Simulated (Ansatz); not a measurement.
Wanted: the native input for an Ansatz 0.2.0 run.

```
Task                : single point
Functional          : r2SCAN
Potentials or basis : all-electron PAW datasets made for the crystal
Cutoff              : 200 eV (chosen from the basis error)
k mesh              : 8 × 8 × 8
Occupations         : gaussian, width 0.05 eV
Spin                : collinear spin, antiferromagnetic start
Starting moments    : [0.5, -0.5] μB
```

The system is Si.

```
CELL_PARAMETERS angstrom
0.00000 2.72185 2.72185
2.72185 0.00000 2.72185
2.72185 2.72185 0.00000
ATOMIC_POSITIONS crystal
Si 0.49344 0.49295 0.49535
Si 0.76340 0.75711 0.74583
```

The cell isn't the ideal one: atoms moved at random, drawn with an rms of 0.05 Å.

One way to write it, as run:

input.yaml

```yaml
crystal:
  lattice:
    - [0.0, 2.7218511865, 2.7218511865]
    - [2.7218511865, 0.0, 2.7218511865]
    - [2.7218511865, 2.7218511865, 0.0]
  atoms:
    - { symbol: Si, position: [0.493438, 0.492953, 0.495352], spin: 0.5 }
    - { symbol: Si, position: [0.763404, 0.757114, 0.745834], spin: -0.5 }
kpoints:
  mp_grid: { grid: [8, 8, 8] }
scf:
  occupations: { method: gaussian, width: 0.05 }
hamiltonian:
  xc: r2scan
  pseudopotentials: { kind: all_electron, datasets: crystal }
magnetization:
  spin_polarized: true
output:
  forces: true
  stress: true
  eigenvalues: true
```

Potentials or basis: all-electron PAW datasets made for the crystal.

Launch:

```sh
$ ansatz run input.yaml --threads 1 --pin off --max-ram 2560MiB --backend cpu --events-out ev --progress --plain --runs-dir out
```

It gave:

* Pressure: 0.4 GPa
* Largest force: 1.404 eV/Å
* Band gap on the k mesh: 0.02 eV, indirect (least direct gap 1.70 eV)
* Net moment: 0.00 μB per cell
* Absolute moment: 0.00 μB per cell

Caveat: the starting moments weren't kept.

Run time: 62 s on 1 thread of Arm Neoverse V2, on a shared host, peak memory 0.74 GiB.
